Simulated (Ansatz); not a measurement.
# CsI: a single-point run

Wanted: a converged single-point run for CsI, and a check of what comes out. The structure is shown as the input types it.

Computed with Ansatz 0.2.0 (density functional or hybrid calculation with the settings of its input, plane waves (as first typed), unless a step's input says otherwise).

1 further run of the same task is left out (it didn't finish).

## 1. The starting structure

The structure is cubic, space group Pm-3m (No. 221). The conventional cell has a = 4.608 Å, b = 4.608 Å, c = 4.608 Å, α = 90.00°, β = 90.00°, γ = 90.00°. Cs (site symmetry m-3m) is surrounded by 8 I at 3.99 Å. I (site symmetry m-3m) is surrounded by 8 Cs at 3.99 Å.

Structure file:

```
CELL_PARAMETERS angstrom
4.60814 0.00000 0.00000
0.00000 4.60814 0.00000
0.00000 0.00000 4.60814
ATOMIC_POSITIONS crystal
Cs 0.00000 0.00000 0.00000
I 0.50000 0.50000 0.50000
```

## 2. The run

File input.yaml:

```yaml
crystal:
  lattice:
    - [4.6081405142, 0.0, 0.0]
    - [0.0, 4.6081405142, 0.0]
    - [0.0, 0.0, 4.6081405142]
  atoms:
    - { symbol: Cs, position: [0.0, 0.0, 0.0] }
    - { symbol: I, position: [0.5, 0.5, 0.5] }
kpoints:
  mp_grid: { grid: [4, 4, 4] }
hamiltonian:
  xc: pbe
scf:
  occupations: { method: fixed }
  n_extra_bands: 4
  convergence: { dr2_threshold: 0.01 }
  max_iter: 78
output:
  forces: true
  stress: true
  eigenvalues: true
```

Started as:

```console
$ ansatz run input.yaml --threads 4 --pin off --max-ram 3686MiB --backend cpu --events-out ev --progress --plain --runs-dir out
```

Q: Will this input give a usable result? If not, why, and what should change?

This run ends as converged, with warnings (force scf threshold loose, stress scf threshold loose). Its log warns: «scf.convergence.dr2_threshold = 1e-2 eV is looser than this run's default, which is 1e-7 eV or tighter. The error in the forces grows as the threshold's square root ...»

The threshold asked is loose, but the program put off the close and ended at dr2 = 4.8e-10, so little accuracy was lost here.

To check: delete scf.convergence.dr2_threshold (the default then holds).
